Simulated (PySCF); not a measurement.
Predicted microwave data (PBE0-D3(BJ)/def2-TZVP geometry optimisation, gas phase (PySCF)) for one isomer of C4H9N:

| Property | Result |
| --- | --- |
| Rotational constants | A = 12489, B = 3230, C = 2893 MHz |
| Dipole components | \|μa\| = 0.05 D, \|μb\| = 0.06 D, \|μc\| = 1.14 D |
| Inertial defect | -22.25 u·Å² |
| κ | -0.93 |

Problem. Which structure is it? (One computed conformer of each.)
A. `[NH2:1][CH2:2][CH:3]1[CH2:4][CH2:5]1` with H–N1–C2–C3 -179° and -61°, N1–C2–C3–C4 86°
B. `[NH2:1][CH:2]1[CH2:3][CH2:4][CH2:5]1` with H–N1–C2–C3 -61° and 180°, N1–C2–C3–C4 147°, C2–C3–C4–C5 -21°, C3–C4–C5–C2 21°, N1–C2–C5–C4 -143°
C. `[CH2:1]1[CH2:2][CH2:3][NH:4][CH2:5]1` with C5–C1–C2–C3 8°, C1–C2–C3–N4 -29°, C2–C3–N4–C5 39°, C3–N4–C5–C1 -33°

Solution. A. It is NCC1CC1, a near-prolate asymmetric top, point group C1. The candidates at the same level (rigid rotor, commonest isotopes):

| SMILES | A (MHz) | B (MHz) | C (MHz) | μa (D) | μb (D) | μc (D) | Δ (u·Å²) | point group | rotor |
| --- | --- | --- | --- | --- | --- | --- | --- | --- | --- |
| C1CCNC1 | 6927 | 6762 | 3934 | 1.08 | 0.03 | 0.69 | -19.21 | near Cs | – |
| NC1CCC1 | 10109 | 4251 | 3408 | 0.25 | 1.12 | 0.34 | -20.58 | – | asymmetric top |
| NCC1CC1 | 12489 | 3230 | 2893 | 0.05 | 0.06 | 1.14 | -22.25 | C1 | near-prolate asymmetric top |

`C1CCNC1` has B 109 % too high; `NC1CCC1` has B 32 % too high. No structure here is proved a minimum.
